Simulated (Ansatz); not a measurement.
TiSi:

```
Ti Si
1.0
     1.81618   -2.11762    0.00000
     1.81618    2.11762    0.00000
     0.00000    0.00000    3.80393
Ti Si
1 1
Cartesian
  1.8162 0.0000 0.0000
  0.0000 0.0000 1.9020
```

The cell comes from a database or a generator and needn't be the stable form of this composition.

* Program: Ansatz 0.2.0
* Task: relaxation of cell and atoms
* Functional: PBEsol
* Potentials or basis: all-electron LAPW, scalar-relativistic
* Basis error allowed: 0.001 eV/atom
* k mesh: 10 × 10 × 7
* Occupations: fermi-dirac, width 0.05 eV
* Spin: no spin polarisation

At the start: volume 14.63 Å³/atom.

Problem. Where does the relaxation end?

Solution. Over 6 steps the energy falls by 7.1 meV/atom and the volume is 14.13 Å³/atom (-3.4 %); space group Cmmm (No. 65, to 0.05 Å).

The path:
| step | energy change (eV) | largest force (eV/Å) | volume (Å³) |
| --- | --- | --- | --- |
| 1 | 0.0000 | 0.0000 | 29.26 |
| 2 | -0.0133 | 0.0000 | 28.14 |
| 3 | -0.0141 | 0.0000 | 28.29 |
| 4 | -0.0142 | 0.0000 | 28.29 |
| 5 | -0.0142 | 0.0000 | 28.27 |
| 6 | -0.0142 | 0.0000 | 28.27 |

Final structure:
```
Ti Si
1.0
     1.79413   -2.07189    0.00000
     1.79413    2.07189    0.00000
     0.00000    0.00000    3.80205
Ti Si
1 1
Direct
  0.50000 0.50000 0.00000
  0.00000 0.00000 0.50000
```
